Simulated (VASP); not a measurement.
Write the native input for VASP 6.6.1 that does the following.

| Property | Result |
| --- | --- |
| Task | relaxation of cell and atoms |
| Functional | PBE |
| Potentials or basis | VASP PAW PBE potentials, release 64 (Pt, Se) |
| Cutoff | 600 eV |
| k mesh | 5 × 5 × 8 |
| Occupations | fermi-dirac, width 0.05 eV |
| Spin | no spin polarisation |
| Dipole correction | no |
| Further INCAR settings | ALGO = Fast; EDIFF = 1e-06; IBRION = 2; EDIFFG = -0.005; NSW = 100; ISIF = 3 |

The structure of PtSe2 lies in POSCAR:

```
PtSe2
1.0
    5.8196477640      0.0000000000      0.0000000000
    0.0000000000      5.8196477640      0.0000000000
    0.0000000000      0.0000000000      3.8409675242
Pt Se
2 4
Direct
    0.0000000000      0.0000000000      0.0000000000
    0.5000000000      0.5000000000      0.5000000000
    0.3050000000      0.3050000000      0.0000000000
    0.6950000000      0.6950000000      0.0000000000
    0.8050000000      0.1950000000      0.5000000000
    0.1950000000      0.8050000000      0.5000000000
```

Measurements of this composition are mostly on another form, of space group No. 164.

The cell isn't the ideal one: cell and atoms relaxed from a first guess.

These files were run (other wordings do the same):

INCAR

```
ALGO = Fast
EDIFF = 1E-6
EDIFFG = -0.005
ENCUT = 600
GGA = PE
IBRION = 2
ISIF = 3
ISMEAR = -1
LASPH = True
LCHARG = False
LREAL = False
LWAVE = False
NELM = 100
NSW = 100
PREC = Accurate
SIGMA = 0.05
```

KPOINTS

```
k-points
0
Gamma
  5 5 8
```

Potentials or basis: VASP PAW PBE potentials, release 64 (Pt, Se).

Command:

```console
$ cat potpaw_PBE.64/Pt/POTCAR potpaw_PBE.64/Se/POTCAR > POTCAR
$ mpirun -np 1 vasp_std > vasp.out
```

It gave:

```
Relaxed volume                         : 22.41 Å³/atom
Relaxed cell                           : a = 5.782 Å, b = 5.782 Å, c = 4.022 Å, α = 90.00°, β = 90.00°, γ = 90.00°
Space group after relaxing (to 0.05 Å) : P4_2/mnm (No. 136)
Energy gained by relaxing              : 23.3 meV/atom
Ionic steps                            : 10
Pressure after relaxing                : 0.0 GPa
Band gap on the k mesh                 : none (metal or under the smearing width)
```

Run time: 7.3 min on 1 thread of AMD EPYC 9R45 (Zen 5), with other jobs on the host, peak memory 0.32 GiB.
